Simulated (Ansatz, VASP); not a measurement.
## Two plane-wave programs on NaCl

Contents of INCAR:

```
SYSTEM = NaCl
PREC     = Accurate       ! precision mode
ENCUT    = 520            ! plane-wave cutoff, eV
EDIFF    = 1E-6           ! SCF threshold, eV
ISMEAR   = 0              ! smearing method
SIGMA    = 0.02           ! smearing width, eV
LREAL    = .False.        ! projectors in reciprocal space
LASPH    = .True.         ! aspherical terms in the spheres
NELM     = 100            ! most SCF steps
ALGO     = Normal         ! electronic algorithm
ISIF     = 2              ! what is computed and relaxed
LWAVE    = .False.        ! write WAVECAR
LCHARG   = .False.        ! write CHGCAR
GGA      = PS             ! functional
NBANDS   = 14             ! bands
```

KPOINTS

```
regular mesh
0
Gamma
  8 8 8
  0 0 0
```

POSCAR

```
NaCl
1.0
    0.0000000000      2.8470934358      2.8470934358
    2.8470934358      0.0000000000      2.8470934358
    2.8470934358      2.8470934358      0.0000000000
Na Cl
1 1
Direct
    0.0000000000      0.0000000000      0.0000000000
    0.5000000000      0.5000000000      0.5000000000
```

Input for Ansatz:

```yaml
crystal:
  lattice:
    - [0.0, 2.8470934358, 2.8470934358]
    - [2.8470934358, 0.0, 2.8470934358]
    - [2.8470934358, 2.8470934358, 0.0]
  atoms:
    - { symbol: Na, position: [0.0, 0.0, 0.0] }
    - { symbol: Cl, position: [0.5, 0.5, 0.5] }
basis:
  ecutwfc: 420
kpoints:
  mp_grid: { grid: [8, 8, 8] }
  band_path:
    path:
      - [[0.0, 0.0, 0.0], [0.5, 0.0, 0.5], [0.625, 0.25, 0.625]]
      - [[0.375, 0.375, 0.75], [0.0, 0.0, 0.0], [0.5, 0.5, 0.5], [0.5, 0.25, 0.75], [0.5, 0.0, 0.5]]
    npoints: 14
hamiltonian:
  xc: pbesol
scf:
  occupations: { method: gaussian, width: 0.02 }
  n_extra_bands: 6
output:
  forces: true
  stress: true
  eigenvalues: true
  populations: true
  dos: { projected: true, de: 0.02, nscf_kmesh: { grid: [12, 12, 12] } }
  bader: true
  write_density: true
  write_potential: true
  elf: true
  volumetric_format: npy
```

Alike in both runs: task single point; functional PBEsol; k mesh 8 × 8 × 8; occupations gaussian, width 0.02 eV; no spin polarisation.

|  | VASP | Ansatz |
| --- | --- | --- |
| version | VASP 6.6.1 | Ansatz 0.2.0 |
| potentials or method | VASP PAW PBE potentials, release 64 (Na_pv, Cl) | scalar-relativistic, plane waves, PAW |
| plane-wave cutoff (eV) | 520 | 420 |
| valence electrons in the cell | 14 | 16 |

|  | VASP | Ansatz | Ansatz less VASP |
| --- | --- | --- | --- |
| gap on the k mesh at the Fermi level (eV) | 4.83 | 4.83 | +0.004 |
| least direct gap on the mesh (eV) | 4.83 | 4.83 | +0.004 |
| pressure (GPa) | -1.1 | -1.1 | -0.01 |

The two sets of potentials don't hold the same shells in valence.

Caveats: the PAW data sets were made with another functional, which shifts forces and pressure a little (VASP). A k mesh can miss the band edges.
